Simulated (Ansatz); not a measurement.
Write the native input for Ansatz 0.2.0 that does the following.

* Task: relaxation of cell and atoms
* Functional: PBE
* Dispersion: D4
* Potentials or basis: Ansatz PAW
* Cutoff: 420 eV (not typed: the program's choice for these potentials)
* k mesh: 8 × 8 × 8
* Occupations: fermi-dirac, width 0.05 eV
* Spin: collinear spin, ferromagnetic start
* Starting moments: [1.0, 1.0, 1.0, 0.0] μB

SiNi3:

```xyz
4
Lattice="3.5420 0.0000 0.0000 0.0000 3.5420 0.0000 0.0000 0.0000 3.5420" Properties=species:S:1:pos:R:3 pbc="T T T"
Ni    1.7710    1.7710    0.0000
Ni    1.7710    0.0000    1.7710
Ni    0.0000    1.7710    1.7710
Si    0.0000    0.0000    0.0000
```

One way to write it, as run:

input.yaml

```yaml
crystal:
  lattice:
    - [3.542, 0.0, 0.0]
    - [0.0, 3.542, 0.0]
    - [0.0, 0.0, 3.542]
  atoms:
    - { symbol: Ni, position: [0.5, 0.5, 0.0], spin: 1.0 }
    - { symbol: Ni, position: [0.5, 0.0, 0.5], spin: 1.0 }
    - { symbol: Ni, position: [0.0, 0.5, 0.5], spin: 1.0 }
    - { symbol: Si, position: [0.0, 0.0, 0.0] }
hamiltonian:
  xc: pbe
  pseudopotentials: { kind: paw }
  dispersion: d4
magnetization:
  spin_polarized: true
kpoints:
  mp_grid: { grid: [8, 8, 8] }
scf:
  occupations: { method: fermi_dirac, width: 0.05 }
output:
  forces: true
  stress: true
  eigenvalues: true
relax:
  f_tol: 0.01
  max_steps: 40
  cell: { stress_tol: 0.05 }
```

Potentials or basis: Ansatz PAW.

Launch:

```console
$ ansatz run input.yaml --threads 2 --pin off --max-ram 5632MiB --backend cpu --events-out ev --progress --plain --runs-dir out
```

Results of the run:

```yaml
Relaxed_volume: 10.45 Å³/atom
Relaxed_cell: a = 3.470 Å, b = 3.470 Å, c = 3.470 Å, α = 90.00°, β = 90.00°, γ = 90.00°
Space_group_after_relaxing_to_0.05_Å: Pm-3m (No. 221)
Energy_gained_by_relaxing: 27.4 meV/atom
Ionic_steps: 5
Pressure_after_relaxing: 0.0 GPa
Band_gap_on_the_k_mesh: none (metal or under the smearing width)
Net_moment: 0.00 μB per cell
Absolute_moment: 0.00 μB per cell
```

Caveat: the plane-wave basis is chosen anew once the cell has moved, so the energies of steps on either side of that aren't comparable; pairwise dispersion overbinds metals, which lowers pressure and volume; the starting moments weren't kept.

Run time: 25 s on 2 threads of AMD EPYC 7R43 64-Core Processor (Zen 3), with other jobs on the host, peak memory 0.45 GiB.
